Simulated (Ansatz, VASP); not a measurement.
**Two plane-wave programs on AlCu3**

```
Al Cu
1.0
     0.00000    2.88801    2.88801
     2.88801    0.00000    2.88801
     2.88801    2.88801    0.00000
Al Cu
1 3
Direct
  0.00000 0.00000 0.00000
  0.50000 0.50000 0.50000
  0.25000 0.25000 0.25000
  0.75000 0.75000 0.75000
```

The cell comes from a database or a generator and needn't be the stable form of this composition.

Alike in both runs: task single point; functional r2SCAN; k mesh 10 × 10 × 10; occupations gaussian, width 0.05 eV; no spin polarisation.

```csv
,VASP,Ansatz
version,VASP 6.6.1,Ansatz 0.2.0
potentials or method,"VASP PAW PBE potentials, release 64 (Al, Cu)","scalar-relativistic, plane waves, PAW"
plane-wave cutoff (eV),520,500
valence electrons in the cell,36,60
```

```tsv
	VASP	Ansatz	Ansatz less VASP
gap on the k mesh at the Fermi level (eV)	none	none	-
pressure (GPa)	0.7	0.5	-0.26
```

A gap of «none» marks a metal or a gap that the smearing closes. The functional is the same, so the differences come from potentials, cutoffs and numerics. The two sets of potentials don't hold the same shells in valence.

Caveats: the PAW data sets were made with another functional, which shifts forces and pressure a little (VASP).
